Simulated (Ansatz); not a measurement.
A run of Ansatz 0.2.0 is set up as follows.

Contents of input.yaml:

```yaml
crystal:
  lattice:
    - [3.811, 0.0, 0.0]
    - [-1.9055, 3.3004228138, 0.0]
    - [0.0, 0.0, 6.234]
  atoms:
    - { symbol: Zn, position: [0.6666666667, 0.3333333333, 0.5] }
    - { symbol: Zn, position: [0.3333333333, 0.6666666667, 0.0] }
    - { symbol: S, position: [0.6666666667, 0.3333333333, 0.885] }
    - { symbol: S, position: [0.3333333333, 0.6666666667, 0.385] }
hamiltonian:
  xc: pbe
  pseudopotentials: { kind: paw }
kpoints:
  mp_grid: { grid: [8, 8, 5] }
scf:
  occupations: { method: gaussian, width: 0.025 }
output:
  forces: true
  stress: true
  eigenvalues: true
  write_density: true
  write_potential: true
  elf: true
  volumetric_format: npy
```

Potentials or basis: Ansatz PAW.

Launch:

```sh
$ ansatz run input.yaml --threads 2 --pin off --max-ram 5632MiB --backend cpu --events-out ev --progress --plain --runs-dir out
```

**Question.** Estimate the band gap on the k mesh.

**Answer.** 2.25 eV, direct.

**Question.** What does it give for the largest force?

**Answer.** 0.319 eV/Å.

**Question.** Predict the pressure.

**Answer.** 2.3 GPa.

Stress tensor (GPa, compression positive):
```
3.01 0.00 0.00
0.00 3.01 0.00
0.00 0.00 0.98
```

Caveat: odd divisions of the mesh miss points on the zone boundary, where band edges often lie, so the gap on the mesh can be too wide.

**The experiment to reproduce.**

From a printed reference work, monograph, for a bulk crystal of ZnS at 4 K: band gap 3.911 eV (direct).

A measured gap of ZnS is 3.911 eV (direct; 4 K; a printed reference work, monograph); the calculated 2.25 eV misses it by -1.66 eV. The value is that of PBE, without temperature or zero-point motion. Semilocal functionals fall short of measured gaps as a rule.
